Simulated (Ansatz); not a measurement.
Start from InCuS2 in the chalcopyrite structure (space group I-42d, No. 122; a = 5.5770 Å, c = 11.2344 Å).

Calculations: PBE (Ansatz, an electronic-structure program, PAW, spin-orbit coupling left out).

For the base:

```
Quantity            Value
---------------  --------
Volume per atom  21.84 Å³
c/a ratio           2.014
```

Perturbation: hydrostatic tension (pressure −1 GPa).

### Question
Predict the new volume per atom.

### Answer
The volume per atom goes up by 0.35 Å³ (21.84 Å³ → 22.19 Å³).

### Question
What does the calculation give for the c/a ratio after the change?

### Answer
The c/a ratio stays 2.014.

Load acts through the strain it causes; cell and atoms are relaxed under it. Whether these cells are dynamically stable was not tested. All final runs are without spin polarisation.
